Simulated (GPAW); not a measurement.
The system is SnO2 (Cassiterite).

```xyz
6
Lattice="4.7380 0.0000 0.0000 0.0000 4.7380 0.0000 0.0000 0.0000 3.1865" Properties=species:S:1:pos:R:3 pbc="T T T"
Sn    2.3690    2.3690    1.5933
Sn    0.0000    0.0000    0.0000
O     3.8240    0.9140    1.5933
O     3.2830    3.2830    0.0000
O     0.9140    3.8240    1.5933
O     1.4550    1.4550    0.0000
```

| Quantity | Value |
| --- | --- |
| Program | GPAW 26.7.0 |
| Task | relaxation of cell and atoms |
| Functional | PBEint |
| Potentials or basis | PAW data sets generated in the run's folder for this functional |
| Cutoff | 800 eV |
| Basis | pw |
| k mesh | 4 × 4 × 5 |
| Occupations | fermi-dirac, width 0.05 eV |
| Spin | no spin polarisation |

At the start: pressure 5.7 GPa; volume 11.92 Å³/atom.

Task: How do energy, volume and symmetry change on relaxing?

Result: Over 6 steps the energy falls by 6.1 meV/atom and the volume is 12.24 Å³/atom (+2.7 %); space group P4_2/mnm (No. 136, to 0.05 Å).

The path:
```csv
step,energy change (eV),largest force (eV/Å),pressure (GPa),volume (Å³)
1,0.0000,0.2111,5.69,71.53
2,-0.0095,0.1267,4.90,71.75
3,-0.0302,0.1494,1.62,72.75
4,-0.0327,0.1463,0.97,72.99
5,-0.0363,0.0648,-0.06,73.41
6,-0.0368,0.0148,-0.09,73.45
```

Final structure:
```xyz
6
Lattice="4.7779 0.0000 0.0000 0.0000 4.7779 0.0000 0.0000 0.0000 3.2177" Properties=species:S:1:pos:R:3 pbc="T T T"
Sn    2.3890    2.3890    1.6088
Sn    0.0000    0.0000    0.0000
O     3.8524    0.9255    1.6088
O     3.3144    3.3144    0.0000
O     0.9255    3.8524    1.6088
O     1.4635    1.4635    0.0000
```

Caveat: the k mesh is coarse; later steps reuse the first step's grids.
